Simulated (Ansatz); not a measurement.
# LiF: the cost of one run

Program: Ansatz 0.2.0. Level of theory: plane waves, PAW. These are calculated values, not measurements.

### 1 Starting point

The structure is hexagonal, space group P6_3mc (No. 186). The conventional cell has a = 3.081 Å, b = 3.081 Å, c = 4.785 Å, α = 90.00°, β = 90.00°, γ = 120.00°. Around Li (site symmetry 3m) lie 4 F at 1.86 to 1.87 Å. F (site symmetry 3m) is surrounded by 4 Li at 1.86 to 1.87 Å.

Coordinates:

```
Li F
1.0
     3.08101    0.00000    0.00000
    -1.54051    2.66824    0.00000
     0.00000    0.00000    4.78534
Li F
2 2
Direct
  0.33333 0.66667 0.99257
  0.66667 0.33333 0.49257
  0.33333 0.66667 0.38243
  0.66667 0.33333 0.88243
```

The cell was relaxed beforehand with r2SCAN; those runs aren't shown.

### 2 PBE, anion s p, 6×6×4

Input file input.yaml:

```yaml
crystal:
  lattice:
    - [3.0810126371, 0.0, 0.0]
    - [-1.5405063186, 2.6682352131, 0.0]
    - [0.0, 0.0, 4.7853429675]
  atoms:
    - { symbol: Li, position: [0.3333333333, 0.6666666667, -0.00743053] }
    - { symbol: Li, position: [0.6666666667, 0.3333333333, 0.49256947] }
    - { symbol: F, position: [0.3333333333, 0.6666666667, 0.38243053] }
    - { symbol: F, position: [0.6666666667, 0.3333333333, 0.88243053] }
kpoints:
  mp_grid: { grid: [9, 9, 4] }
  band_path:
    path:
      - [[0.0, 0.0, 0.0], [0.5, 5.317182260021e-17, 3.409179278531e-35], [0.3333333333333, 0.3333333333333, 6.818358557062e-35], [0.0, 0.0, 0.0], [0.0, 0.0, 0.5], [0.5, 5.317182260021e-17, 0.5], [0.3333333333333, 0.3333333333333, 0.5], [0.0, 0.0, 0.5]]
      - [[0.5, 5.317182260021e-17, 0.5], [0.5, 5.317182260021e-17, 3.409179278531e-35]]
      - [[0.3333333333333, 0.3333333333333, 0.5], [0.3333333333333, 0.3333333333333, 6.818358557062e-35]]
    npoints: 10
hamiltonian:
  xc: pbe
scf:
  occupations: { method: fixed }
  n_extra_bands: 6
output:
  forces: false
  stress: false
  eigenvalues: true
  wannier:
    kmesh: [6, 6, 4]
    projections: [{ species: F, l: s }, { species: F, l: p }]
    minimise: true
    write_hr: true
    conv_tol: 1.0e-08
    max_iter: 3000
```

Command:

```bash
ansatz run input.yaml --threads 4 --pin off --max-ram 3686MiB --backend cpu --events-out ev --progress --plain --runs-dir out
```

**Question.** How long does this run take on 4 threads of Intel Xeon 6975P-C (Granite Rapids), shared host, and how much memory does it need?

About 1.5 s, with a peak of 0.36 GiB.
